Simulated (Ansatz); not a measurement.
Set up this calculation in Ansatz 0.2.0, as the native input.

| Property | Result |
| --- | --- |
| Task | relaxation of cell and atoms |
| Functional | PBE |
| Potentials or basis | Ansatz PAW |
| Cutoff | 420 eV (not typed: the program's choice for these potentials) |
| k mesh | 7 × 7 × 7 |
| Occupations | fermi-dirac, width 0.05 eV |
| Spin | no spin polarisation |

BaTiO3:

```
Ba Ti O
1.0
     3.99980    0.00000    0.00000
     0.00000    3.99980    0.00000
     0.00000    0.00000    4.01800
Ba Ti O
1 1 3
Direct
  0.00000 0.00000 0.00000
  0.50000 0.50000 0.49000
  0.00000 0.50000 0.51700
  0.50000 0.00000 0.51700
  0.50000 0.50000 0.01900
```

The input as run:

input.yaml

```yaml
crystal:
  lattice:
    - [3.9998, 0.0, 0.0]
    - [0.0, 3.9998, 0.0]
    - [0.0, 0.0, 4.018]
  atoms:
    - { symbol: Ba, position: [0.0, 0.0, 0.0] }
    - { symbol: Ti, position: [0.5, 0.5, 0.49] }
    - { symbol: O, position: [0.0, 0.5, 0.517] }
    - { symbol: O, position: [0.5, 0.0, 0.517] }
    - { symbol: O, position: [0.5, 0.5, 0.019] }
hamiltonian:
  xc: pbe
  pseudopotentials: { kind: paw }
kpoints:
  mp_grid: { grid: [7, 7, 7] }
scf:
  occupations: { method: fermi_dirac, width: 0.05 }
output:
  forces: true
  stress: true
  eigenvalues: true
relax:
  f_tol: 0.01
  max_steps: 40
  cell: { stress_tol: 0.05 }
```

Potentials or basis: Ansatz PAW.

The run is started by

```sh
$ ansatz run input.yaml --threads 2 --pin off --max-ram 5632MiB --backend cpu --events-out ev --progress --plain --runs-dir out
```

It gave:

```yaml
Relaxed_volume: 13.34 Å³/atom
Relaxed_cell: a = 3.986 Å, b = 3.986 Å, c = 4.198 Å, α = 90.00°, β = 90.00°, γ = 90.00°
Space_group_after_relaxing_to_0.05_Å: P4mm (No. 99)
Energy_gained_by_relaxing: 8.3 meV/atom
Ionic_steps: 12
Pressure_after_relaxing: 0.0 GPa
Band_gap_on_the_k_mesh: 1.94 eV, indirect (least direct gap 2.39 eV)
```

Caveat: odd divisions of the mesh miss points on the zone boundary, where band edges often lie, so the gap on the mesh can be too wide; the plane-wave basis is chosen anew once the cell has moved, so the energies of steps on either side of that aren't comparable; the pressure holds a Pulay correction of +0.5 GPa for the finite cutoff; spin-orbit coupling is left out, which moves the levels of the heavy elements.

Wall time 22 s on 2 threads of Intel(R) Xeon(R) 6975P-C (Granite Rapids) (shared host), peak memory 0.45 GiB.
